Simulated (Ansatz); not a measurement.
## CdO (Fm-3m): relaxation

The sound run that this one varies used LDA, PAW on Ansatz 0.2.0's default frozen-core files (fitted under PBE), scalar-relativistic.

Launched as:

```sh
ansatz run input.yaml --threads 1 --pin off --max-ram 3072MiB --backend cpu --events-out ev --progress --plain --runs-dir out
```

Input file:

```yaml
crystal:
  lattice:
    - [0.0, 2.3495, 2.3495]
    - [2.3495, 0.0, 2.3495]
    - [2.3495, 2.3495, 0.0]
  atoms:
    - { symbol: Cd, position: [0.0, 0.0, 0.0] }
    - { symbol: O, position: [0.5, 0.5, 0.5] }
kpoints:
  mp_grid: { grid: [1, 1, 1] }
scf:
  occupations: { method: fermi_dirac, width: 0.1 }
  max_iter: 75
hamiltonian:
  xc: lda
  pseudopotentials: { kind: paw }
relax:
  f_tol: 0.002
  max_steps: 80
  cell: {}
output:
  forces: true
  stress: true
```

One thing in this input is wrong on purpose: one k-point for a small cell. Its numbers aren't to be read as properties of the crystal. Changed keys: kpoints.mp_grid.grid, scf.max_iter.

The program printed:

```
Warning: RAYON_NUM_THREADS=1 ignored (pool sized by the plan → 1); use --threads N
Engine: ansatz 0.2.0, x86_64-unknown-linux-gnu
Pseudopotentials: kind: paw
Pseudopotential: Cd, paw, valence charge 20, recommended cutoff 420 eV (normal), Cd.paw.azcp
Pseudopotential: O, paw, valence charge 6, recommended cutoff 420 eV (normal), O.paw.azcp
Functional definition: SPW92
  exchange = slater_x
  correlation = pw_c
Crystal: 2 atoms, lattice volume = 25.939 Å³
Basis set: ecut = 420 eV, 531 PW (Γ)
Bands: 17, of which v1, the nominal top of the filled ones, is band 13 counted from 1 (12 counted from 0)
Symmetry: 48 space group operations
Space group: Fm-3m (ITA 225), of the structure as read, at distance tolerance 3.0e-5 Å
k-points: 1
Non-local potential: Cd, projectors of the file, l = 0: 3, l = 1: 2, l = 2: 2, l = 3: 1
Non-local potential: O, projectors of the file, l = 0: 2, l = 1: 2, l = 2: 1
PAW form: soft (Blöchl's): semilocal exchange-correlation on the pseudo side does not see the compensation charge
PAW frozen core: Cd, regenerated for the run's functional, and the local potential with it (the file was generated under x = pbe(κ = 0.804, μ = 0.2195149727645171), c = pbe(β = 0.06672455060314922))
PAW frozen core: O, regenerated for the run's functional, and the local potential with it (the file was generated under x = pbe(κ = 0.804, μ = 0.2195149727645171), c = pbe(β = 0.06672455060314922))
PAW one-centre angular grid: Cd, 590 points (default); XC on 64 Gauss nodes
PAW one-centre angular grid: O, 110 points (default); XC on 64 Gauss nodes
Initial density: superposition of atomic densities (neutral atoms: chi_scale 0, normalization atom), corrected by the library's trained network
Initial wavefunctions: pseudopotential atomic-orbital guess
Functional: x = slater, c = lda
SCF iter   1: F=—  HF=-8669.075692 eV  |F-HF|=—  |Δ(HF+E_count)|=         —  Δρ=1.09e-1  dr2=3.63e0  ethr=1.77e-3  ⟨swp⟩=4.0  Hψ=67  notcnv=0
preconditioner: auto → none  [insulator: Δε(μ)=0.700 eV  Ē_g=17.741 eV  σ=0.100 eV  W_gap=0.93  n_scr=14 (ndim 8)  ℏωp=30.9 eV  f_vac=0.000  D(μ)=1.95/eV (n_scr^D=14)  ε∞_Penn≈4.0]
SCF iter   2: F=—  HF=-8668.563141 eV  |F-HF|=—  |Δ(HF+E_count)|=   5.13e-1  Δρ=2.21e-2  dr2=5.46e-2  ethr=1.77e-3  ⟨swp⟩=3.0  Hψ=39  notcnv=0
SCF iter   3: F=—  HF=-8668.552573 eV  |F-HF|=—  |Δ(HF+E_count)|=   1.06e-2  Δρ=1.05e-2  dr2=1.91e-2  ethr=2.10e-4  ⟨swp⟩=3.0  Hψ=40  notcnv=0
SCF iter   4: F=—  HF=-8668.552968 eV  |F-HF|=—  |Δ(HF+E_count)|=   3.95e-4  Δρ=7.68e-3  dr2=2.14e-2  ethr=7.34e-5  ⟨swp⟩=2.0  Hψ=20  notcnv=0
SCF iter   5: F=—  HF=-8668.552490 eV  |F-HF|=—  |Δ(HF+E_count)|=   4.78e-4  Δρ=4.89e-3  dr2=7.99e-3  ethr=7.34e-5  ⟨swp⟩=1.0  Hψ=17  notcnv=0
SCF iter   6: F=—  HF=-8668.552317 eV  |F-HF|=—  |Δ(HF+E_count)|=   1.73e-4  Δρ=4.38e-3  dr2=6.72e-3  ethr=3.07e-5  ⟨swp⟩=1.0  Hψ=17  notcnv=0
SCF iter   7: F=—  HF=-8668.551971 eV  |F-HF|=—  |Δ(HF+E_count)|=   3.46e-4  Δρ=2.52e-3  dr2=2.29e-3  ethr=2.58e-5  ⟨swp⟩=1.0  Hψ=17  notcnv=0
SCF iter   8: F=—  HF=-8668.551831 eV  |F-HF|=—  |Δ(HF+E_count)|=   1.40e-4  Δρ=3.63e-4  dr2=4.70e-5  ethr=8.79e-6  ⟨swp⟩=1.0  Hψ=17  notcnv=0
[... 108 lines left out ...]
iter 1 solved again at ethr=4.29e-8 eV; its pass at ethr=3.10e-3 eV (dr2=1.12e-5 eV) is discarded
SCF iter   1: F=—  HF=-8668.610839 eV  |F-HF|=—  |Δ(HF+E_count)|=         —  Δρ=1.05e-4  dr2=7.89e-8  ethr=4.29e-8  ⟨swp⟩=3.0  Hψ=108  notcnv=0
preconditioner: auto → none  [insulator: Δε(μ)=15.013 eV  Ē_g=20.119 eV  σ=0.100 eV  W_gap=0.70  n_scr=14 (ndim 8)  ℏωp=28.0 eV  f_vac=0.000  D(μ)=14.94/eV (n_scr^D=410)  ε∞_Penn≈2.9]
SCF iter   2: F=—  HF=-8668.610827 eV  |F-HF|=—  |Δ(HF+E_count)|=   1.25e-5  Δρ=5.22e-5  dr2=1.82e-8  ethr=3.03e-10  ⟨swp⟩=2.0  Hψ=24  notcnv=0
SCF iter   3: F=—  HF=-8668.610828 eV  |F-HF|=—  |Δ(HF+E_count)|=   7.15e-7  Δρ=4.22e-6  dr2=2.56e-9  ethr=7.02e-11  ⟨swp⟩=1.0  Hψ=17  notcnv=0
SCF iter   4: F=—  HF=-8668.610828 eV  |F-HF|=—  |Δ(HF+E_count)|=   1.84e-9  Δρ=3.24e-7  dr2=3.08e-11  ethr=9.83e-12  ⟨swp⟩=2.0  Hψ=22  notcnv=0
iter 5 did not close the SCF: its close was put off for the readings that it lacked (scf_convergence_deferred on its scf_iter line)
SCF iter   5: F=-8668.610828 eV  HF=-8668.610828 eV  |F-HF|=1.64e-11  |Δ(HF+E_count)|=  7.28e-12  Δρ=2.14e-7  dr2=1.57e-11  ethr=1.00e-12  ⟨swp⟩=1.0  Hψ=17  notcnv=0
iter 6 did not close the SCF: its close was put off for the readings that it lacked (scf_convergence_deferred on its scf_iter line)
SCF iter   6: F=-8668.610828 eV  HF=-8668.610828 eV  |F-HF|=0.00e0  |Δ(HF+E_count)|=  1.82e-12  Δρ=3.52e-8  dr2=3.42e-13  ethr=1.00e-12  ⟨swp⟩=1.0  Hψ=17  notcnv=0
iter 7 did not close the SCF: its close was put off for the readings that it lacked (scf_convergence_deferred on its scf_iter line)
SCF iter   7: F=-8668.610828 eV  HF=-8668.610828 eV  |F-HF|=0.00e0  |Δ(HF+E_count)|=  1.82e-12  Δρ=6.49e-9  dr2=8.13e-15  ethr=1.00e-12  ⟨swp⟩=1.0  Hψ=17  notcnv=0
iter 8 did not close the SCF: its close was put off for the readings that it lacked (scf_convergence_deferred on its scf_iter line)
SCF iter   8: F=-8668.610828 eV  HF=-8668.610828 eV  |F-HF|=1.82e-12  |Δ(HF+E_count)|=  3.64e-12  Δρ=1.64e-9  dr2=5.37e-16  ethr=1.00e-12  ⟨swp⟩=1.0  Hψ=17  notcnv=0
SCF iter   9: F=-8668.610828 eV  HF=-8668.610828 eV  |F-HF|=0.00e0  |Δ(HF+E_count)|=  3.64e-12  Δρ=5.70e-10  dr2=7.93e-17  ethr=1.00e-12  ⟨swp⟩=2.0  Hψ=43  notcnv=0
SCF 10 converged in 9 iterations: F = -8668.610828 eV  dr2 = 7.93e-17
relax step  10: F+E_penalty+E_count = -8668.61082776 eV  Δ(F+E_penalty+E_count) = +8.437e-8 eV  max|allowed force component| = 2.356e-28 eV/Å  Δτ_max = 0.0000 Å  P = +0.002 GPa  Ω = 31.652 Å³  stress off target by 2.01e-3 GPa  ...
basis re-selected at this cell: Δ(F+E_penalty+E_count) = +8.437e-8 eV, ΔP = +0.012 GPa vs the last step (what re-selecting the basis moved, of the pressure what is left beyond the Pulay correction that the steps carried, after ...
SCF converged after 9 iterations
Free energy (F): -8668.610828 eV
Harris-Foulkes:  -8668.610828 eV  (|F-HF|=0.00e0)
Internal energy: -8668.162441 eV  (E = F + TS)
E sigma→0 (E₀):  -8668.386635 eV
Entropy (-TS):   -0.448386 eV (-224.193 meV/atom)
Fermi energy:    7.893751 eV
--- Per-component energies (eV) ---
  E_band       = -448.481202
  E_kinetic    = 678.346390
  E_local      = -3386.291664  (includes V_loc(G=0)·N_el)
  E_nonlocal   = 89.935480
  E_hartree    = 1528.867068
  E_xc         = -246.394502
  E_vxc        = -312.449220  (∫ρ·V_xc dr)
  E_paw        = -4092.250489  (= ΣΔE_a)
  E_vpaw       = -575.758645  (= ΣTr[D̂ρ^β])
  E_aug_tail   = 0.002322  (compensation charges beyond the density's cutoff)
  E_ewald      = -3241.240537
  E_core_change = 0.863490  (= ΣΔE_core)
  E_smearing   = -0.448386  (= −TS)
  E_closure    = 0.000000  (closes the sum)
  Σ components = -8668.610828   (vs F -8668.610828, Δ=0.00e0)
--- Forces (eV/Å), atoms counted from 1 ---
  atom   1  Cd    -0.00000000     0.00000000    -0.00000000
  atom   2  O     -0.00000000    -0.00000000    -0.00000000
  max |Σ_I F_I| component: 6.06e-28 eV/Å
--- Stress (GPa, compression-positive) ---
        0.002009       0.000000       0.000000
        0.000000       0.002009       0.000000
        0.000000       0.000000       0.002009
  P = ⅓ Tr σ = 0.0020 GPa (0.020 kbar)
--- Relaxed structure (8 steps of the walk, 8 accepted, 2 SCFs on fresh bases) ---
  F+E_penalty+E_count = -8668.61082776 eV   max|allowed force component| = 2.356e-28 eV/Å   (the final SCF, on the basis selected at the relaxed cell)
  cell:  # Å, volume = 31.6523 Å³
    - [6.584891341462082e-35, 2.5106832644743897, 2.5106832644743897]
    - [2.5106832644743897, 3.1289235384741756e-34, 2.5106832644743897]
    - [2.5106832644743897, 2.5106832644743897, 3.725244406667268e-34]
  atoms:
    - { symbol: Cd, position: [3.7356988526030526e-37, -4.269370114877598e-37, -4.269370124289916e-37] }
    - { symbol: O, position: [0.5, 0.5, 0.5] }
```

Self-consistency was reached.

### Changed settings

A Kohn-Sham response run of a crystal whose listed input keys are changed from those of a sound run with the other settings (a changed key overrides); changes are against the sound run.

```json
{
 "Ending": "converged",
 "End volume change": "27.19 %",
 "Geometry steps": "10"
}
```

Known limits: coarse k mesh; frozen-core PAW files fitted under PBE, their cores solved anew for the functional of the run; settings unsound, results are not properties of the crystal.

It took 3.4 s on 1 thread of Intel(R) Xeon(R) Platinum 8488C (Sapphire Rapids), on a shared host, peak memory 0.32 GiB.
